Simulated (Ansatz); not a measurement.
The elements of this relaxed trial crystal are hidden behind letters.

```
lattice vectors (Å)
   5.2373    0.0000    0.0000
  -2.6187    4.5357    0.0000
   0.0000    0.0000    6.1067
fractional positions
X 0.3333 0.6667 0.2500
X 0.6667 0.3333 0.7500
Z 0.0000 0.0000 0.0000
Z 0.0000 0.0000 0.5000
Z 0.3333 0.6667 0.7500
Z 0.6667 0.3333 0.2500
```

The calculation used DFT PBE, scalar-relativistic, plane waves, PAW in Ansatz. Plane waves to 420 eV, a 12×12×6 mesh through Γ for the 6-atom cell and 0.10 eV Gaussian smearing; collinear spin.

```
Space group                                : P6_3/mmc (No. 194)
Conventional cell                          : a = 5.237 Å, c = 6.107 Å
Volume per atom                            : 24.18 Å³
Density                                    : 6.94 g/cm³
Formation energy                           : −0.01 eV/atom
Gap on the 12×12×6 mesh of the 6-atom cell : 0 eV (a metal)
Net moment per atom                        : 0.30 μB
```

Energies are uncorrected and count from the elements' standard states at the same level.

Task: X is a d-block element of period 4 and Z is a p-block element of period 5. Which elements are they?

Result: X = Ti, Z = Te, so the formula is TiTe2, here in the Ni2In type. Density times volume gives a mean mass of 6.94 × 24.18/1.6605 = 101.1 u per atom, and this set has 101.0 u. Ti is surrounded by 5 Te at 3.02–3.05 Å and 6 Te at 3.39 Å; around Te on a site of symmetry -3m lie 2 Te at 3.05 Å, 6 Te at 3.39 Å and 6 Ti at 3.39 Å; Te on a site of symmetry -6m2 has 5 Ti at 3.02–3.05 Å and 6 Te at 3.39 Å. Other sets within the hints have nearly the same mass, so mass alone doesn't settle it; this one was computed.

These runs have no spin–orbit coupling, which can matter for Te. Another magnetic order may lie lower. Symmetry constrained the relaxation, so the result can be a saddle point. Another cell of TiTe2 relaxed alike but without spin, in P-3m1 (a cell as deposited in COD), lies 0.69 eV/atom lower, so this cell isn't the stable form at this level.
